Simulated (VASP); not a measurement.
Input of a VASP 6.6.1 run:

Contents of INCAR:

```
SYSTEM = H13O6F
PREC = Accurate ; ENCUT = 520
EDIFF = 1E-6 ; ISMEAR = -1
SIGMA = 0.05 ; LREAL = Auto
LASPH = .TRUE. ; NELM = 80
ALGO = Normal ; ISIF = 2
LWAVE = .FALSE. ; LCHARG = .FALSE.
NBANDS = 44
```

KPOINTS

```
Automatic mesh
0
G
  1 1 1
  0 0 0
```

POSCAR

```
H13O6F
1.0
    6.1745050000      0.0000000000      0.0000000000
    0.0000000000      6.1745050000      0.0000000000
    0.0000000000      0.0000000000      6.1745050000
O H F
6 13 1
Direct
    0.9043316023      0.2691875705      0.5397193783
    0.6423025004      0.5415008976      0.4057653205
    0.3525626751      0.6515502052      0.6782082126
    0.1341969923      0.8729930577      0.3396061709
    0.7651949428      0.0135395469      0.1708800948
    0.3431692095      0.5577127235      0.1487244727
    1.0042100541      0.2970926414      0.4226897541
    0.8474039619      0.1315571046      0.4879743396
    0.4893833595      0.5225682059      0.2845248324
    0.7519307216      0.4149644384      0.4974487833
    0.2090046085      0.7016918765      0.6248274153
    0.5850185561      0.6160169925      0.5480763235
    0.2550487853      0.6731389804      0.2288604512
    0.0018948887      0.9473957831      0.2696572438
    0.8587732944      0.1161226689      0.0852861889
    0.7530158288     -0.1267955893      0.1105027852
    0.3369662831      0.6074495040     -0.1587657634
    0.2097010206      0.4269815961      0.1299051503
    0.2442462999     -0.0323912605      0.3246090172
    0.1009149721      0.2665152915      0.1177908189
```

Potentials or basis: VASP PAW LDA potentials, release 64 (O, H, F).

Run with:

```sh
$ cat potpaw_LDA.64/O/POTCAR potpaw_LDA.64/H/POTCAR potpaw_LDA.64/F/POTCAR > POTCAR
$ mpirun -np 1 vasp_gam > vasp.out
```

Problem. Estimate the band gap on the k mesh.

Solution. 4.59 eV, direct.

Problem. Predict the pressure.

Solution. -0.9 GPa.

Problem. Estimate the largest force.

Solution. 5.032 eV/Å.

Stress tensor (GPa, compression positive):
```
-0.36  2.07 -1.50
 2.07  1.64  1.25
-1.50  1.25 -3.92
```
